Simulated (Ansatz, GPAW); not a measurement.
**Fitting the BLYP energy curve of AlN**

Symmetry: F-43m, No. 216, cubic system. Conventional cell: a = 4.368 Å, b = 4.368 Å, c = 4.368 Å, α = 90.00°, β = 90.00°, γ = 90.00°. Al (site symmetry -43m) is surrounded by 4 N at 1.89 Å. N (site symmetry -43m) has 4 Al at 1.89 Å as nearest neighbours.

Measurements of this composition are mostly on another form, of space group No. 186.

The cell was scaled at fixed shape and fractions and run with Ansatz, Ansatz PAW, cutoff 420 eV; BLYP, k mesh 10 × 10 × 10 on the cell of 2 atoms, fermi-dirac occupations of 0.05 eV, no spin polarisation, no spin-orbit coupling. The potentials were made for PBE. Energies are those that the program minimises, any entropy of the smearing included.

```csv
V (Å³/atom),energy over the lowest row (meV/atom)
9.7922,67.72
10.0006,41.85
10.2089,?
10.4173,9.72
10.6256,2.31
10.8340,0.00
11.0423,2.36
```

Question: Fit the third-order Birch-Murnaghan form, give V0, B0 and B′, and predict the energy left open.

Answer: With y = (V0/V)^(2/3), E = E0 + (9 V0 B0/16) [(y - 1)³ B′ + (y - 1)² (6 - 4y)]. Least squares through the rows shown give V0 = 10.8297 Å³/atom, E0 = 0.00 meV, B0 = 186.5 GPa (1 eV/Å³ = 160.218 GPa) and B′ = 3.72, with a largest miss of 0.01 meV. At V = 10.2089 the form with these constants gives 22.72 meV; the run gave 22.67 meV an atom. Other set-ups at this level, from all their volumes (Å³/atom, GPa): GPAW, PAW data sets generated for this functional: V0 10.871, B0 188.6.
